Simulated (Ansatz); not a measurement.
Abridged Ansatz (a first-principles code) output:

```
Relaxation: its limit of steps is 50 (relax.max_steps)
Pseudopotential: Ge, paw, valence charge 14
Pseudopotential: O, paw, valence charge 6
Crystal: 9 atoms, lattice volume = 130.677 Å³
Basis set: ecut = 420 eV, 2605 PW (Γ), exchange–correlation on 72×72×80 points (8 copies of the dense FFT grid, shifted against one another)
Bands: 48, of which v1, the nominal top of the filled ones, is band 39 counted from 1 (38 counted from 0)
Symmetry: 6 space group operations
k-points: 50 of 384 (time reversal used)
Functional: x = pbe(κ = 0.804, μ = 0.2195149727645171), c = pbe(β = 0.06672455060314922)
SCF iter   1: F=—  HF=-16289.027244 eV  |F-HF|=—  |Δ(HF+E_count)|=         —  Δρ=1.46e-3  dr2=7.55e-4  ethr=1.77e-3  ⟨swp⟩=5.9  Hψ=8944  notcnv=0  defer=47
SCF iter   2: F=—  HF=-16289.029843 eV  |F-HF|=—  |Δ(HF+E_count)|=   2.60e-3  Δρ=7.08e-4  dr2=1.90e-4  ethr=9.68e-7  ⟨swp⟩=3.0  Hψ=4890  notcnv=0  defer=98
SCF 1 converged in 8 iterations: F = -16289.030470 eV  dr2 = 9.26e-11
relax step   1: F+E_penalty+E_count = -16289.03047036 eV  Δ(F+E_penalty+E_count) = +0.000e0 eV  max|allowed force component| = 1.384e-1 eV/Å  Δτ_max = 0.0000 Å  (8 SCF iters, accepted)
Crystal: 9 atoms, lattice volume = 130.677 Å³
SCF iter   1: F=—  HF=-16289.033322 eV  |F-HF|=—  |Δ(HF+E_count)|=         —  Δρ=9.84e-4  dr2=5.59e-4  ethr=6.92e-7  ⟨swp⟩=1.1  Hψ=6003  notcnv=0  defer=145
SCF iter   2: F=—  HF=-16289.033191 eV  |F-HF|=—  |Δ(HF+E_count)|=   1.32e-4  Δρ=3.73e-4  dr2=7.15e-5  ethr=6.92e-7  ⟨swp⟩=2.0  Hψ=3215  notcnv=0  defer=145
SCF 2 converged in 7 iterations: F = -16289.033171 eV  dr2 = 1.98e-10
relax step   2: F+E_penalty+E_count = -16289.03317070 eV  Δ(F+E_penalty+E_count) = -2.700e-3 eV  max|allowed force component| = 9.056e-2 eV/Å  Δτ_max = 0.0045 Å  (7 SCF iters, accepted)
Crystal: 9 atoms, lattice volume = 130.677 Å³
SCF iter   1: F=—  HF=-16289.035257 eV  |F-HF|=—  |Δ(HF+E_count)|=         —  Δρ=1.87e-3  dr2=1.85e-3  ethr=2.42e-5  ⟨swp⟩=2.1  Hψ=4697  notcnv=0  defer=145
SCF iter   2: F=—  HF=-16289.034845 eV  |F-HF|=—  |Δ(HF+E_count)|=   4.12e-4  Δρ=7.53e-4  dr2=2.67e-4  ethr=2.37e-6  ⟨swp⟩=2.0  Hψ=3579  notcnv=0  defer=145
SCF 3 converged in 8 iterations: F = -16289.034826 eV  dr2 = 3.53e-11
relax step   3: F+E_penalty+E_count = -16289.03482589 eV  Δ(F+E_penalty+E_count) = -1.655e-3 eV  max|allowed force component| = 1.161e-2 eV/Å  Δτ_max = 0.0077 Å  (8 SCF iters, accepted)
Crystal: 9 atoms, lattice volume = 130.677 Å³
[...]
  atom   1  Ge     0.00328188     0.00000000     0.00000000
  atom   2  Ge    -0.00164094     0.00284219    -0.00000000
  atom   3  Ge    -0.00164094    -0.00284219    -0.00000000
  atom   4  O     -0.00035980     0.00055563     0.00083190
  atom   5  O     -0.00030129    -0.00058941     0.00083190
  atom   6  O      0.00066109     0.00003378     0.00083190
  atom   7  O     -0.00035980    -0.00055563    -0.00083190
  atom   8  O      0.00066109    -0.00003378    -0.00083190
  atom   9  O     -0.00030129     0.00058941    -0.00083190
--- Stress (GPa, compression-positive) ---
       -0.201356       0.000000      -0.000000
        0.000000      -0.201356      -0.000000
       -0.000000      -0.000000      -0.777742
  P = ⅓ Tr σ = -0.3935 GPa (-3.935 kbar)
--- Relaxed structure (4 steps of the walk, 4 accepted, 0 SCFs on fresh bases) ---
  atoms:
    - { symbol: Ge, position: [0.4569171131202641, -6.470379619213109e-20, 0.8333333333333335] }
    - { symbol: Ge, position: [2.7755575615628914e-17, 0.45691711312026406, 0.16666666666666669] }
    - { symbol: Ge, position: [0.5430828868797359, 0.5430828868797358, 0.5] }
    - { symbol: O, position: [0.39800949460119806, 0.2970767861075832, 0.7402780113657235] }
    - { symbol: O, position: [0.7029232138924166, 0.10093270849361471, 0.0736113446990568] }
    - { symbol: O, position: [0.8990672915063851, 0.601990505398802, 0.40694467803239015] }
    - { symbol: O, position: [0.10093270849361474, 0.7029232138924167, 0.9263886553009433] }
    - { symbol: O, position: [0.29707678610758326, 0.39800949460119794, 0.25972198863427653] }
    - { symbol: O, position: [0.6019905053988021, 0.8990672915063851, 0.5930553219676099] }
```

### Question
What was computed, and what are the main results?

### Answer
GeO2, 9 atoms in the cell, with PBE, PAW, 420 eV (Ansatz; spin-orbit coupling left out). The last SCF converged to F = -16289.034836 eV, or -1809.8928 eV per atom, at a pressure of -0.39 GPa. The total energy compares only with runs of the same code, potentials and settings.

The cells carry an imposed strain or load. No phonon test of stability was made. The cell was made from GeO2 (space group P3_121, No. 152) by this change: uniaxial strain ε_zz = +0.84 %.

Keys are those of Ansatz 0.2.
